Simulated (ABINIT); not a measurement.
# InP (F-43m) in ABINIT: settings compared, part 2 of 2

ABINIT 10.8.3 (patched build). Earlier steps stand in the parts before.

## 3. Single point, LDA

run.abi

```
# Pseudopotentials
pp_dirpath "./"
pseudos "In.LDA_PW-JTH.xml, P.LDA_PW-JTH.xml"

# Structure
acell 3*1.0 Angstrom
rprim
     0.0000000000     2.9305000000     2.9305000000
     2.9305000000     0.0000000000     2.9305000000
     2.9305000000     2.9305000000     0.0000000000
ntypat 2
znucl 49 15
natom 2
typat 1 2
xcart
     0.0000000000     0.0000000000     0.0000000000
     4.3957500000     4.3957500000     4.3957500000 Angstrom

# Plane-wave basis
ecut 544.227725 eV
pawecutdg 40.0

# k points
kptopt 1
ngkpt 3 3 3
nshiftk 1
shiftk 0.0 0.0 0.0

# Exchange and correlation
ixc 7

# Bands and occupations
nband 13
occopt 3
tsmear 0.00183747

# SCF cycle
nstep 100
tolvrs 1.0e-9

# Output
iomode 3
prtwf 0
prtden 0
prteig 0
prtebands 0
```

Potentials or basis: JTH PAW LDA v2.0.

The run is started by

```bash
$ abinit run.abi > log 2>&1
```

run.abo:

```text
.Version 10.8.3 of ABINIT
 Symmetries : space group F-4 3 m (#216); Bravais cF (face-center cubic)
================================================================================
 Values of the parameters that define the memory need of the present run
     intxc =       0    ionmov =       0      iscf =      17    lmnmax =      18
     lnmax =       6     mgfft =      32  mpssoang =       3    mqgrid =    3001
     natom =       2  nloc_mem =       2    nspden =       1   nspinor =       1
    nsppol =       1      nsym =      24    n1xccc =       1    ntypat =       2
    occopt =       3   xclevel =       1
       mpw =        1464          nfft =       32768          nkpt =           4
 PAW method is used; the additional fine FFT grid is defined by:
   mgfftf=        48    nfftf =    110592
================================================================================
================================================================================

--------------------------------------------------------------------------------
------------- Echo of variables that govern the present computation ------------
--------------------------------------------------------------------------------
 -outvars: echo values of preprocessed input variables --------
            acell      1.8897261259E+00  1.8897261259E+00  1.8897261259E+00 Bohr
              amu      1.14820000E+02  3.09737620E+01
             ecut      2.00000000E+01 Hartree
              ixc           7
         kptrlatt        3    0    0      0    3    0      0    0    3
          kptrlen      2.34950755E+01
            natom           2
            nband          13
            ngfft          32      32      32
          ngfftdg          48      48      48
             nkpt           4
            nstep         100
             nsym          24
           ntypat           2
           occopt           3
        pawecutdg      4.00000000E+01 Hartree
           prtden           0
        prtebands           0
           prteig           0
            prtwf           0
            rprim      0.0000000000E+00  2.9305000000E+00  2.9305000000E+00
                       2.9305000000E+00  0.0000000000E+00  2.9305000000E+00
                       2.9305000000E+00  2.9305000000E+00  0.0000000000E+00
          spgroup         216
           tolvrs      1.00000000E-09
           tsmear      1.83747000E-03 Hartree
            typat      1  2
[... 152 lines left out ...]
              =  1.000000000000  1.000000000000  1.000000000000 angstroms
 Fermi (or HOMO) energy (hartree) =   0.18008   Average Vxc (hartree)=  -0.35221
 Eigenvalues (hartree) for nkpt=   4  k points:
 kpt#   1, nband= 13, wtk=  0.03704, kpt=  0.0000  0.0000  0.0000 (reduced coord)
  -0.35438   -0.35438   -0.35438   -0.34898   -0.34898   -0.25451    0.17154    0.17154
   0.17154    0.18657    0.31309    0.31309    0.31309
      occupation numbers for kpt#   1
   2.00000    2.00000    2.00000    2.00000    2.00000    2.00000    1.98103    1.98103
   1.98103    0.05692    0.00000    0.00000    0.00000
 prteigrs : prtvol=0 or 1, do not print more k-points.

--- !EnergyTerms
iteration_state     : {dtset: 1, }
comment             : Components of total free energy in Hartree
kinetic             :  1.65592619908900E+01
hartree             :  2.37367013427518E+01
xc                  : -9.75149487040359E+00
Ewald energy        : -4.48602020677458E+01
psp_core            :  1.31401313195214E+00
local_psp           : -6.49735433982870E+01
PAW spherical_terms :  1.30901626356891E+01
internal            : -6.48851012351533E+01
'-kT*entropy'       : -3.95030478980350E-05
total_energy        : -6.48851407382012E+01
total_energy_eV     : -1.76561462625203E+03
...

--- !EnergyTermsDC
iteration_state     : {dtset: 1, }
comment             : '"Double-counting" decomposition of free energy'
band_energy         : -3.51212509036355E+00
Ewald energy        : -4.48602020677458E+01
psp_core            :  1.31401313195214E+00
xc_dc               : -2.63058897434928E+01
PAW spherical_terms :  8.47910104527973E+00
internal            : -6.48851027243703E+01
'-kT*entropy'       : -3.95030478980350E-05
total_energy_dc     : -6.48851422274182E+01
total_energy_dc_eV  : -1.76561466677569E+03
...

--- !EnergyTermsWithPAWCore
iteration_state     : {dtset: 1, }
comment             : 'Components of total free energy, including PAW core contributions'
Total energy        : -6.21756639246602E+03
Total energy DC     : -6.21756639395524E+03
Total energy (eV)   : -1.69188600615424E+05
Total energy DC (eV): -1.69188600655947E+05
...

 Cartesian components of stress tensor (hartree/bohr^3)
  sigma(1 1)=  2.69520290E-05  sigma(3 2)=  0.00000000E+00
  sigma(2 2)=  2.69520290E-05  sigma(3 1)=  0.00000000E+00
  sigma(3 3)=  2.69520290E-05  sigma(2 1)=  0.00000000E+00

-Cartesian components of stress tensor (GPa)         [Pressure= -7.9296E-01 GPa]
- sigma(1 1)=  7.92956069E-01  sigma(3 2)=  0.00000000E+00
- sigma(2 2)=  7.92956069E-01  sigma(3 1)=  0.00000000E+00
- sigma(3 3)=  7.92956069E-01  sigma(2 1)=  0.00000000E+00

== END DATASET(S) ==============================================================
================================================================================

 -outvars: echo values of variables after computation  --------
            acell      1.8897261259E+00  1.8897261259E+00  1.8897261259E+00 Bohr
           etotal     -6.4885142227E+01
            fcart      1.8233490294E-29 -7.0064923216E-46 -1.8233490294E-29
                      -1.8233490294E-29  7.0064923216E-46  1.8233490294E-29
            rprim      0.0000000000E+00  2.9305000000E+00  2.9305000000E+00
                       2.9305000000E+00  0.0000000000E+00  2.9305000000E+00
                       2.9305000000E+00  2.9305000000E+00  0.0000000000E+00
           strten      2.6952028976E-05  2.6952028976E-05  2.6952028976E-05
                       0.0000000000E+00  0.0000000000E+00  0.0000000000E+00
           xangst      0.0000000000E+00  0.0000000000E+00  0.0000000000E+00
                       4.3957500000E+00  4.3957500000E+00  4.3957500000E+00
             xred      0.0000000000E+00  0.0000000000E+00  0.0000000000E+00
                       7.5000000000E-01  7.5000000000E-01  7.5000000000E-01
 Calculation completed.
```

Wall time 3.3 s (1 thread of Arm Neoverse V1, shared host); peak memory 0.11 GiB.

What came out:

```yaml
Free_energy: -1765.6147 eV
Band_gap_on_the_k_mesh: 0.41 eV, direct
Valence_electrons_inside_the_program's_atomic_spheres: In 11.26; P 1.60
```

Levels at points of the mesh, in eV from the valence-band top:
```csv
k point,band 7,band 8,band 9,band 10,band 11,band 12
"(0.00, 0.00, 0.00)",0.00,0.00,0.00,0.41,3.85,3.85
```

Caveat: the k mesh is coarse (spacing up to 0.62 Å⁻¹), so the values aren't converged; the cutoff is too short for stress, so the log's stress isn't used; spin-orbit coupling is left out, which moves the levels of the heavy elements.

## 4. Against experiment

Step 2. Measured gap of InP: 1.4236 eV (direct; 1.6 K; a printed reference work, data compilation). This calculation gives 0.60 eV (-0.83 eV). Spin-orbit coupling on In is left out. The value is that of PBEsol, without temperature or zero-point motion. Semilocal functionals fall short of measured gaps as a rule.
